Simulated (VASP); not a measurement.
GeS:

```
Ge S
1.0
    10.87870    0.00000    0.00000
     0.00000    3.77837    0.00000
     0.00000    0.00000    4.36110
Ge S
4 4
Direct
  0.12533 0.25000 0.12609
  0.37467 0.75000 0.62609
  0.62533 0.25000 0.37391
  0.87467 0.75000 0.87391
  0.84991 0.25000 0.50054
  0.65009 0.75000 0.00054
  0.34991 0.25000 0.99946
  0.15009 0.75000 0.49946
```

The cell isn't the ideal one: a relaxed cell with its volume scaled by 1.04.

* Program: VASP 6.6.1
* Task: relaxation of shape and atoms at fixed volume
* Functional: PBE
* Potentials or basis: VASP PAW PBE potentials, release 64 (Ge, S)
* Cutoff: 300 eV
* k mesh: 2 × 4 × 3
* Occupations: gaussian, width 0.03 eV
* Spin: no spin polarisation

At the start: pressure -2.2 GPa; volume 22.41 Å³/atom.

Task: Where does the relaxation end?

Result: Over 7 steps the energy falls by 4.1 meV/atom; space group Pnma (No. 62, to 0.05 Å).

The path:
| step | energy change (eV) | largest force (eV/Å) | pressure (GPa) |
| --- | --- | --- | --- |
| 1 | 0.0000 | 0.2783 | -2.17 |
| 2 | -0.0186 | 0.1624 | -1.64 |
| 3 | -0.0286 | 0.0452 | -0.92 |
| 4 | -0.0286 | 0.0465 | -0.88 |
| 5 | -0.0313 | 0.0254 | -0.80 |
| 6 | -0.0330 | 0.0093 | -0.66 |
| 7 | -0.0331 | 0.0089 | -0.66 |

Final structure:
```
Ge S
1.0
    10.93277    0.00000    0.00000
     0.00000    3.72932    0.00000
     0.00000    0.00000    4.39660
Ge S
4 4
Direct
  0.12829 0.25000 0.12978
  0.37171 0.75000 0.62978
  0.62829 0.25000 0.37022
  0.87171 0.75000 0.87022
  0.84773 0.25000 0.50399
  0.65227 0.75000 0.00399
  0.34773 0.25000 0.99601
  0.15227 0.75000 0.49601
```

Caveat: the k mesh is coarse (spacing up to 0.48 Å⁻¹), so the values aren't converged; the cutoff is under 1.25 times the usual one of these potentials, so pressure, stress and relaxed cells hold a basis-set (Pulay) error.
